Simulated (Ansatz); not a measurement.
**Hf2Si: straining the crystal, biaxial strain in the a-b plane**

The task here is to estimate one member of a computed series from the others.

Method: DFT PBEsol, scalar-relativistic, plane waves, PAW, in Ansatz 0.2.0.

2 further runs of the same task are left out: 2 set aside as unsound or not needed.

## The structure to begin with

It takes space group I4/mcm (No. 140, tetragonal). The conventional cell has a = 6.511 Å, b = 6.511 Å, c = 5.143 Å, α = 90.00°, β = 90.00°, γ = 90.00°. Hf (site symmetry m2m) is surrounded by 4 Si at 2.77 Å and 3 Hf at 2.89 to 3.09 Å. Around Si (site symmetry 422) lie 2 Si at 2.57 Å and 8 Hf at 2.77 Å.

Coordinates:

```
Hf Si
1.0
     6.51065    0.00000    0.00000
     0.00000    6.51065    0.00000
     0.00000    0.00000    5.14322
Hf Si
8 4
Direct
  0.15675 0.34325 0.00000
  0.84325 0.34325 0.50000
  0.84325 0.65675 0.00000
  0.15675 0.65675 0.50000
  0.65675 0.84325 0.50000
  0.34325 0.84325 0.00000
  0.34325 0.15675 0.50000
  0.65675 0.15675 0.00000
  0.00000 0.00000 0.25000
  0.00000 0.00000 0.75000
  0.50000 0.50000 0.75000
  0.50000 0.50000 0.25000
```

It goes back to an entry of the Materials Project, which need not be the stable form.

The first run:

File input.yaml:

```yaml
crystal:
  lattice:
    - [6.5106518769, 0.0, 0.0]
    - [0.0, 6.5106518769, 0.0]
    - [0.0, 0.0, 5.1432152652]
  atoms:
    - { symbol: Hf, position: [0.1567471515, 0.3432528485, 0.0] }
    - { symbol: Hf, position: [0.8432528485, 0.3432528485, 0.5] }
    - { symbol: Hf, position: [0.8432528485, 0.6567471515, 0.0] }
    - { symbol: Hf, position: [0.1567471515, 0.6567471515, 0.5] }
    - { symbol: Hf, position: [0.6567471515, 0.8432528485, 0.5] }
    - { symbol: Hf, position: [0.3432528485, 0.8432528485, 0.0] }
    - { symbol: Hf, position: [0.3432528485, 0.1567471515, 0.5] }
    - { symbol: Hf, position: [0.6567471515, 0.1567471515, 0.0] }
    - { symbol: Si, position: [0.0, 0.0, 0.25] }
    - { symbol: Si, position: [0.0, 0.0, 0.75] }
    - { symbol: Si, position: [0.5, 0.5, 0.75] }
    - { symbol: Si, position: [0.5, 0.5, 0.25] }
basis:
  ecutwfc: 420
kpoints:
  mp_grid: { grid: [6, 6, 8] }
hamiltonian:
  xc: pbesol
scf:
  occupations: { method: gaussian, width: 0.1 }
output:
  forces: true
  stress: true
  eigenvalues: true
```

Command:

```
> ansatz run input.yaml --threads 1 --pin off --max-ram 2560MiB --backend cpu --events-out ev --progress --plain --runs-dir out
```

Among the steps run: Reference cell for the strains; The cell strained by -1.0 %; The cell strained by +1.0 %; The cell strained by -2.0 %; At +2.0 %; Strain -3.0 %; Strain +3.0 %.

One table of the session follows, with a row left open; its other results are not shown here.

Lengths are those of the vectors of the cell that was run; stresses in GPa:

```
strain (%)  ΔE (meV/atom)  a (Å)  b (Å)  c (Å)
      -3.0           32.9  6.315  6.315  5.243
      -2.0           14.4  6.380  6.380  5.207
      -1.0              ?      ?      ?      ?
      +0.0            0.0  6.511  6.511  5.143
      +1.0            3.3  6.576  6.576  5.113
      +2.0           13.3  6.641  6.641  5.086
      +3.0           29.7  6.706  6.706  5.061
```

Q: Estimate the row for strain (%) = -1.0 from the others.

Worked estimate for «ΔE (meV/atom)». A straight line through the neighbours (-2.0, 14.4) and (0.0, 0.0) gives 14.4 + (0.0 − 14.4) × (-1.0 + 2.0) / (0.0 + 2.0) = 7.2; a parabola fitted to 4 rows on both sides gives 3.6.

As computed: ΔE (meV/atom): 3.6; a (Å): 6.446; b (Å): 6.446; c (Å): 5.174. In «ΔE (meV/atom)» the line misses by +3.6 and the parabola by 0.0.

ΔE is over the unstrained cell. Stress in GPa, positive in compression, on the Cartesian axes of the input. 
